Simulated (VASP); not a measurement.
A run of VASP 6.6.1 is set up as follows.

File INCAR:

```
ALGO = Normal ; EDIFF = 1E-6
EDIFFG = -0.01 ; ENCUT = 600
GGA = AM ; IBRION = 2
ISIF = 3 ; ISMEAR = 1
LASPH = True ; LCHARG = False
LREAL = False ; LWAVE = False
NELM = 80 ; NSW = 90
PREC = Accurate ; SIGMA = 0.1
```

Contents of KPOINTS:

```
k-points
0
Gamma
  10 10 10
```

File POSCAR:

```
Cu3Au
1.0
    3.7400000000      0.0000000000      0.0000000000
    0.0000000000      3.7400000000      0.0000000000
    0.0000000000      0.0000000000      3.7400000000
Cu Au
3 1
Direct
    0.0000000000      0.5000000000      0.5000000000
    0.5000000000      0.0000000000      0.5000000000
    0.5000000000      0.5000000000      0.0000000000
    0.0000000000      0.0000000000      0.0000000000
```

Potentials or basis: VASP PAW PBE potentials, release 64 (Cu, Au).

Run with:

```sh
$ cat potpaw_PBE.64/Cu/POTCAR potpaw_PBE.64/Au/POTCAR > POTCAR
$ mpirun -np 1 vasp_std > vasp.out
```

Q: Estimate the space group after relaxing (to 0.05 Å).

A: Pm-3m (No. 221).

Q: What does it give for the relaxed volume?

A: 12.77 Å³/atom.

Q: Estimate the band gap on the k mesh.

A: None (metal or under the smearing width).

Final structure:
```cif
data_structure
_symmetry_space_group_name_H-M 'P 1'
_symmetry_Int_Tables_number 1
_cell_length_a 3.7102
_cell_length_b 3.7102
_cell_length_c 3.7102
_cell_angle_alpha 90.000
_cell_angle_beta 90.000
_cell_angle_gamma 90.000
_cell_volume 51.08
loop_
_atom_site_label
_atom_site_type_symbol
_atom_site_fract_x
_atom_site_fract_y
_atom_site_fract_z
_atom_site_occupancy
Cu1 Cu 0.00000 0.50000 0.50000 1
Cu2 Cu 0.50000 0.00000 0.50000 1
Cu3 Cu 0.50000 0.50000 0.00000 1
Au1 Au 0.00000 0.00000 0.00000 1
```

Caveat: the PAW data sets were made with another functional, which shifts forces and pressure a little. The run has no spin-orbit coupling, so splittings on Au are missing.
